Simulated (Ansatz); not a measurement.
# Ge: relaxation, part 2 of 2

Aim: relax Ge.

Ansatz 0.2.0; DFT r2SCAN, scalar-relativistic, plane waves, PAW. The steps go on from the part before.

## 4. Changing settings: dispersion d3bj, occupations.method fermi_dirac, occupations.width 0.1

Contents of input.yaml:

```yaml
crystal:
  lattice:
    - [0.0, 2.82877, 2.82877]
    - [2.82877, 0.0, 2.82877]
    - [2.82877, 2.82877, 0.0]
  atoms:
    - { symbol: Ge, position: [0.5, 0.5, 0.5] }
    - { symbol: Ge, position: [0.75, 0.75, 0.75] }
basis:
  ecutwfc: 500
kpoints:
  mp_grid: { grid: [12, 12, 12] }
hamiltonian:
  xc: r2scan
  dispersion: d3bj
scf:
  occupations: { method: fermi_dirac, width: 0.1 }
output:
  forces: true
  eigenvalues: true
  stress: true
relax:
  adjacent_minimum: "off"
  f_tol: 0.005
  max_steps: 80
  cell: { stress_tol: 0.05 }
```

Started as:

```sh
$ ansatz run input.yaml --threads 4 --pin off --max-ram 12288MiB --backend cpu --events-out ev --progress --plain --runs-dir out
```

Log:

```text
Warning: the engine holds no damping parameters fitted to this dispersion correction and functional, so the run takes those fitted to r2scan beside the three-body term, which d3bj leaves out (hamiltonian.dispersion, under Limitations)
Warning: RAYON_NUM_THREADS=4 ignored (pool sized by the plan → 4); use --threads N
Engine: ansatz 0.2.0, x86_64-unknown-linux-gnu
Pseudopotentials: kind: paw
Pseudopotential: Ge, paw, valence charge 14, recommended cutoff 500 eV (meta_gga), Ge.paw.azcp
Functional definition: r2SCAN
  parameter k0 = 0.174
  parameter k1 = 0.065
  parameter a1 = 4.9479
  exchange = r2scan_x(k0 = k0, k1 = k1, a1 = a1)
  correlation = r2scan_c
Crystal: 2 atoms, lattice volume = 45.271 Å³
Basis set: ecut = 500 eV, 1139 PW (Γ), exchange–correlation on 120×120×120 points (64 copies of the dense FFT grid, shifted against one another)
Bands: 18, of which v1, the nominal top of the filled ones, is band 14 counted from 1 (13 counted from 0)
Symmetry: 48 space group operations
Space group: Fd-3m (ITA 227), of the structure as read, at distance tolerance 3.6e-5 Å
k-points: 72 of 1728
Non-local potential: Ge, projectors of the file, l = 0: 2, l = 1: 2, l = 2: 3, l = 3: 1
PAW form: soft (Blöchl's): semilocal exchange-correlation on the pseudo side does not see the compensation charge
PAW frozen core: Ge, regenerated for the run's functional (the file was generated under x = pbe(κ = 0.804, μ = 0.2195149727645171), c = pbe(β = 0.06672455060314922))
PAW one-centre angular grid: Ge, 590 points (default); XC on 160 Gauss nodes
Initial density: superposition of atomic densities (neutral atoms: chi_scale 0, normalization atom), corrected by the library's trained network
Initial wavefunctions: pseudopotential atomic-orbital guess
Functional: x = r2scan, c = r2scan; τ floored in thin density (d = 2e-4 eV/Å³)
SCF iter   1: F=—  HF=-8606.081104 eV  |F-HF|=—  |Δ(HF+E_count)|=         —  Δρ=6.37e-3  dr2=5.82e-3  dr2_τ=4.54e-3  ethr=1.77e-3  ⟨swp⟩=5.8  Hψ=6076  notcnv=0
preconditioner: auto → none  [insulator: Δε(μ)=0.393 eV  Ē_g=24.440 eV  σ=0.100 eV  W_gap=0.75  n_scr=14 (ndim 8)  ℏωp=29.2 eV  f_vac=0.075  D(μ)=0.02/eV (n_scr^D=0)  ε∞_Penn≈2.4]
SCF iter   2: F=—  HF=-8606.090547 eV  |F-HF|=—  |Δ(HF+E_count)|=   9.44e-3  Δρ=1.33e-3  dr2=4.58e-4  dr2_τ=2.28e-5  ethr=2.08e-5  ⟨swp⟩=2.0  Hψ=3168  notcnv=0
SCF iter   3: F=—  HF=-8606.090522 eV  |F-HF|=—  |Δ(HF+E_count)|=   2.45e-5  Δρ=9.54e-4  dr2=1.25e-4  dr2_τ=1.65e-6  ethr=1.64e-6  ⟨swp⟩=2.0  Hψ=2231  notcnv=0
SCF iter   4: F=—  HF=-8606.090572 eV  |F-HF|=—  |Δ(HF+E_count)|=   4.96e-5  Δρ=4.16e-5  dr2=5.09e-7  dr2_τ=1.89e-8  ethr=4.46e-7  ⟨swp⟩=2.4  Hψ=1735  notcnv=0
SCF iter   5: F=—  HF=-8606.090571 eV  |F-HF|=—  |Δ(HF+E_count)|=   8.78e-7  Δρ=5.80e-6  dr2=6.69e-9  dr2_τ=1.58e-10  ethr=1.82e-9  ⟨swp⟩=2.0  Hψ=2305  notcnv=0
SCF iter   6: F=-8606.090571 eV  HF=-8606.090571 eV  |F-HF|=7.28e-11  |Δ(HF+E_count)|=   1.05e-8  Δρ=5.46e-7  dr2=6.88e-11  dr2_τ=5.55e-12  ethr=2.39e-11  ⟨swp⟩=1.1  Hψ=3909  notcnv=0
SCF 1 converged in 6 iterations: F = -8606.090571 eV  dr2 = 6.88e-11
relax step   1: F+E_penalty+E_count = -8606.09057099 eV  Δ(F+E_penalty+E_count) = +0.000e0 eV  max|allowed force component| = 1.908e-17 eV/Å  Δτ_max = 0.0000 Å  P = -0.252 GPa  Ω = 45.271 Å³  (6 SCF iters, dr2 threshold 1.00e-7 eV, accepted)
Crystal: 2 atoms, lattice volume = 45.137 Å³
Initial density: handed on by an earlier stage of this run
Initial wavefunctions: those handed on with the density
iter 1 solved again at ethr=4.00e-8 eV; its pass at ethr=3.10e-3 eV (dr2=1.12e-5 eV) is discarded
SCF iter   1: F=—  HF=-8606.090663 eV  |F-HF|=—  |Δ(HF+E_count)|=         —  Δρ=1.10e-4  dr2=8.21e-6  dr2_τ=1.79e-5  ethr=4.00e-8  ⟨swp⟩=2.0  Hψ=7034  notcnv=0
preconditioner: auto → none  [insulator: Δε(μ)=0.470 eV  Ē_g=24.305 eV  σ=0.100 eV  W_gap=0.82  n_scr=14 (ndim 8)  ℏωp=29.2 eV  f_vac=0.070  D(μ)=0.02/eV (n_scr^D=0)  ε∞_Penn≈2.4]
SCF iter   2: F=—  HF=-8606.090735 eV  |F-HF|=—  |Δ(HF+E_count)|=   7.18e-5  Δρ=7.43e-5  dr2=2.49e-6  dr2_τ=1.52e-8  ethr=2.93e-8  ⟨swp⟩=3.0  Hψ=2328  notcnv=0
SCF iter   3: F=—  HF=-8606.090735 eV  |F-HF|=—  |Δ(HF+E_count)|=   9.40e-7  Δρ=2.54e-5  dr2=1.51e-7  dr2_τ=7.18e-9  ethr=5.67e-10  ⟨swp⟩=3.3  Hψ=5504  notcnv=0
SCF iter   4: F=-8606.090735 eV  HF=-8606.090735 eV  |F-HF|=4.73e-10  |Δ(HF+E_count)|=   2.54e-7  Δρ=5.78e-6  dr2=1.54e-8  dr2_τ=2.89e-10  ethr=5.39e-10  ⟨swp⟩=4.8  Hψ=5520  notcnv=0
SCF 2 converged in 4 iterations: F = -8606.090735 eV  dr2 = 1.54e-8
relax step   2: F+E_penalty+E_count = -8606.09073520 eV  Δ(F+E_penalty+E_count) = -1.642e-4 eV  max|allowed force component| = 8.327e-17 eV/Å  Δτ_max = 0.0000 Å  P = -0.037 GPa  Ω = 45.137 Å³  energy of the carried Pulay correction = +4.277e-5 eV  (4 SCF iters, dr2 threshold 1.59e-7 eV, accepted)
Initial wavefunctions: pseudopotential atomic-orbital guess (no wavefunctions were taken with the density)
iter 1 solved again at ethr=1.37e-7 eV; its pass at ethr=3.10e-3 eV (dr2=3.84e-5 eV) is discarded
SCF iter   1: F=—  HF=-8606.090697 eV  |F-HF|=—  |Δ(HF+E_count)|=         —  Δρ=6.60e-6  dr2=1.77e-8  dr2_τ=2.27e-9  ethr=1.37e-7  ⟨swp⟩=2.3  Hψ=8980  notcnv=0
eigensolver tolerance schedule: the retry pair's looser diagonalisation over-reported the residual by 2164.71 of it (diagonalisation noise at 0.11 of the residual, at the tolerance the schedule requests for it); recorded, not acted on — ethr = c·dr2/N_el stays at c = 1.0e-1
preconditioner: auto → none  [insulator: Δε(μ)=0.474 eV  Ē_g=24.303 eV  σ=0.100 eV  W_gap=0.83  n_scr=14 (ndim 8)  ℏωp=29.2 eV  f_vac=0.071  D(μ)=0.02/eV (n_scr^D=0)  ε∞_Penn≈2.4]
SCF iter   2: F=—  HF=-8606.090697 eV  |F-HF|=—  |Δ(HF+E_count)|=   1.71e-7  Δρ=2.65e-6  dr2=2.61e-9  dr2_τ=3.07e-11  ethr=6.33e-11  ⟨swp⟩=2.0  Hψ=2317  notcnv=0
SCF iter   3: F=—  HF=-8606.090697 eV  |F-HF|=—  |Δ(HF+E_count)|=  3.66e-10  Δρ=9.46e-7  dr2=1.61e-10  dr2_τ=4.08e-12  ethr=9.32e-12  ⟨swp⟩=2.0  Hψ=2310  notcnv=0
SCF iter   4: F=—  HF=-8606.090697 eV  |F-HF|=—  |Δ(HF+E_count)|=  1.53e-10  Δρ=5.49e-7  dr2=4.41e-11  dr2_τ=1.47e-12  ethr=1.00e-12  ⟨swp⟩=5.2  Hψ=5751  notcnv=0
SCF iter   5: F=—  HF=-8606.090697 eV  |F-HF|=—  |Δ(HF+E_count)|=  1.46e-11  Δρ=2.47e-7  dr2=1.28e-11  dr2_τ=4.55e-13  ethr=1.00e-12  ⟨swp⟩=5.1  Hψ=5649  notcnv=0
SCF iter   6: F=-8606.090697 eV  HF=-8606.090697 eV  |F-HF|=9.09e-12  |Δ(HF+E_count)|=  1.82e-11  Δρ=1.23e-7  dr2=3.05e-12  dr2_τ=1.72e-14  ethr=1.00e-12  ⟨swp⟩=5.0  Hψ=4754  notcnv=0
SCF 3 converged in 6 iterations: F = -8606.090697 eV  dr2 = 3.05e-12
relax step   3: F+E_penalty+E_count = -8606.09069690 eV  Δ(F+E_penalty+E_count) = +3.830e-5 eV  max|allowed force component| = 3.238e-17 eV/Å  Δτ_max = 0.0000 Å  P = -0.037 GPa  Ω = 45.137 Å³  stress off target by 3.73e-2 GPa  SCF on the basis re-selected at this cell (its energy is not comparable with the rows above)  (6 SCF iters)
basis re-selected at this cell: Δ(F+E_penalty+E_count) = +3.830e-5 eV, ΔP = -0.000 GPa vs the last step (what re-selecting the basis moved, of the pressure what is left beyond the Pulay correction that the steps carried, after the strain that the cell walked since its last selection, with what the two solves' SCF thresholds leave and, on support functions, any second-order correction that the steps lacked; it is no measure of the basis error at this ecutwfc). This SCF's stress stands 3.73e-2 GPa from its target on what of the cell is left free (relax.cell.stress_tol is 5.00e-2 GPa) and its largest allowed force component is 3.24e-17 eV/Å (relax.f_tol is 5.00e-3 eV/Å): within both
SCF converged after 6 iterations
Free energy (F): -8606.090697 eV
Harris-Foulkes:  -8606.090697 eV  (|F-HF|=9.09e-12)
Internal energy: -8606.089836 eV  (E = F + TS)
E sigma→0 (E₀):  -8606.090266 eV
Entropy (-TS):   -0.000861 eV (-0.431 meV/atom)
Fermi energy:    8.643060 eV
--- Per-component energies (eV) ---
  E_band       = -316.684499
  E_kinetic    = 222.314104
  E_local      = -4939.579115  (includes V_loc(G=0)·N_el)
  E_nonlocal   = 840.099669
  E_hartree    = 2170.127227
  E_xc         = -138.371790
  E_vxc        = -136.046043  (∫ρ·V_xc dr)
  E_paw        = -4068.291759  (= ΣΔE_a)
  E_vpaw       = -651.361550  (= ΣTr[D̂ρ^β])
  E_aug_tail   = 0.000042  (compensation charges beyond the density's cutoff)
  E_vtau       = 7.634085  (kinetic-family band-sum trace: ∫τ·v_τ [+ j·A + Jᵃ·Aᵃ] dr)
  E_ewald      = -2689.938135
  E_disp       = -0.278546  (pairwise vdW)
  E_core_change = -2.171532  (= ΣΔE_core)
  E_smearing   = -0.000861  (= −TS)
  E_closure    = 0.000000  (closes the sum)
  Σ components = -8606.090697   (vs F -8606.090697, Δ=0.00e0)
--- Forces (eV/Å), atoms counted from 1 ---
  atom   1  Ge    -0.00000000    -0.00000000    -0.00000000
  atom   2  Ge     0.00000000     0.00000000     0.00000000
  max |Σ_I F_I| component: 2.31e-18 eV/Å
--- Stress (GPa, compression-positive) ---
       -0.037280       0.000000       0.000000
        0.000000      -0.037280      -0.000000
        0.000000       0.000000      -0.037280
  P = ⅓ Tr σ = -0.0373 GPa (-0.373 kbar)
--- Band table (eV; the first three rows and the last of 72) ---
  k-point 0: bands = ["-17.0011", "-17.0011", "-17.0011", "-16.9613", "-16.9613", "-16.7393", "-16.7393", "-16.7393", "-16.7200", "-16.7200", "-4.9047", "8.4196", "8.4196", "8.4196", "8.8935", "11.1472", "11.1472", "11.1472"]
  k-point 1: bands = ["-17.0056", "-17.0056", "-16.9999", "-16.9551", "-16.9551", "-16.7452", "-16.7452", "-16.7408", "-16.7150", "-16.7150", "-4.8153", "6.9617", "8.2439", "8.2439", "9.7055", "11.3823", "11.3823", "11.6086"]
  k-point 2: bands = ["-17.0137", "-17.0137", "-16.9966", "-16.9428", "-16.9428", "-16.7551", "-16.7551", "-16.7447", "-16.7074", "-16.7074", "-4.5503", "5.2275", "7.8690", "7.8690", "9.6813", "11.8789", "11.8789", "12.9682"]
  k-point 71: bands = ["-17.0514", "-17.0514", "-16.9010", "-16.9010", "-16.8467", "-16.8467", "-16.8125", "-16.8125", "-16.6669", "-16.6669", "-0.6996", "-0.6996", "4.3512", "4.3512", "13.1352", "13.1352", "13.4873", "13.4873"]
--- Relaxed structure (2 steps of the walk, 2 accepted, 1 SCFs on fresh bases) ---
  F+E_penalty+E_count = -8606.09069690 eV   max|allowed force component| = 3.238e-17 eV/Å   (the final SCF, on the basis selected at the relaxed cell)
  cell:  # Å, volume = 45.1366 Å³
    - [0.0, 2.8259617371125927, 2.8259617371125927]
    - [2.8259617371125927, 4.458450528783641e-35, 2.8259617371125927]
    - [2.8259617371125927, 2.8259617371125927, 3.1846075205597433e-35]
  atoms:
    - { symbol: Ge, position: [0.5, 0.5, 0.5] }
    - { symbol: Ge, position: [0.75, 0.75, 0.75] }
```

Wall time 4.6 s (4 threads of Intel Xeon Platinum 8559C (Emerald Rapids), shared host); peak memory 0.56 GiB.

| run | ending | energy change | pressure (GPa) | gap (eV) | force (eV/Å) | cycles | time |
| --- | --- | --- | --- | --- | --- | --- | --- |
| step 3 | converged | 0 | 0.0 | 0.35 | 0.00 | - | 4.7 s |
| variant | converged | -138.4 meV/atom (σ→0) (offset of the dispersion model) | 0.0 | 0.47 | 0.00 | 16 | 4.6 s |

Changing the dispersion term and smearing moves the energy by -138.4 meV/atom (σ→0 values), and the gap on the mesh goes from 0.35 to 0.47 eV and the final volume goes from 45.69 to 45.14 Å³.

## 5. Summary of results

The summary covers parts 1 to 2. Changes of volume or cell count from the first structure of part 1.

```
                                                                                                quantity                                                                                                         value
                                                                             relaxed cell (conventional)                                     a = 5.675 Å, b = 5.675 Å, c = 5.675 Å, α = 90.00°, β = 90.00°, γ = 90.00°
                                                                                    space group (0.01 Å)                                                                                               Fd-3m (No. 227)
                                                                                                  volume                                                                                                 22.85 Å³/atom
                                                                                         gap on the mesh                                                                                                       0.35 eV
step 4, run with dispersion d3bj, occupations.method fermi_dirac, occupations.width 0.1 (against step 3)  -138.4 meV/atom; the gap on the mesh goes from 0.35 to 0.47 eV; the final volume goes from 45.69 to 45.14 Å³
```

**Reading.** The relaxed volume is 0.9 % larger than at the start. Against the measured lattice constant a of Ge, 5.6578 Å (quoted in “Tuning superconductivity in nanosecond laser annealed boron doped Si1-xGex epilayers”, 2024, arxiv:2404.02748), the calculated 5.675 Å is off by +0.3 %. 2 values of this kind are on record in papers (5.6578 to 5.658 Å); this one was drawn at random among those near their median. That is the cell relaxed with r2SCAN, without thermal expansion or zero-point motion.

These are semilocal Kohn-Sham gaps, which aren't the measured quantity. Such gaps usually fall short of the measured ones.
